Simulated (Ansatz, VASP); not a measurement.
**Two plane-wave programs on CaSe**

```xyz
2
Lattice="0.0000 2.9675 2.9675 2.9675 0.0000 2.9675 2.9675 2.9675 0.0000" Properties=species:S:1:pos:R:3 pbc="T T T"
Ca    0.0000    0.0000    0.0000
Se    2.9675    2.9675    2.9675
```

Alike in both runs: task single point; functional r2SCAN; k mesh 6 × 6 × 6; no spin polarisation.

```csv
,VASP,Ansatz
version,VASP 6.6.1,Ansatz 0.2.0
potentials or method,"VASP PAW PBE potentials, release 64 (Ca_sv, Se)","plane waves, PAW"
plane-wave cutoff (eV),520,500
occupations,"gaussian, width 0.01 eV",fixed
valence electrons in the cell,16,26
```

```csv
,VASP,Ansatz,Ansatz less VASP
gap on the k mesh at the Fermi level (eV),2.52,2.52,0.000
```

The two sets of potentials don't hold the same shells in valence.

Caveats: the PAW data sets were made with another functional, which shifts forces and pressure a little (VASP). r2SCAN opens gaps a little over a GGA but as a rule still falls short of measured ones. A k mesh can miss the band edges.
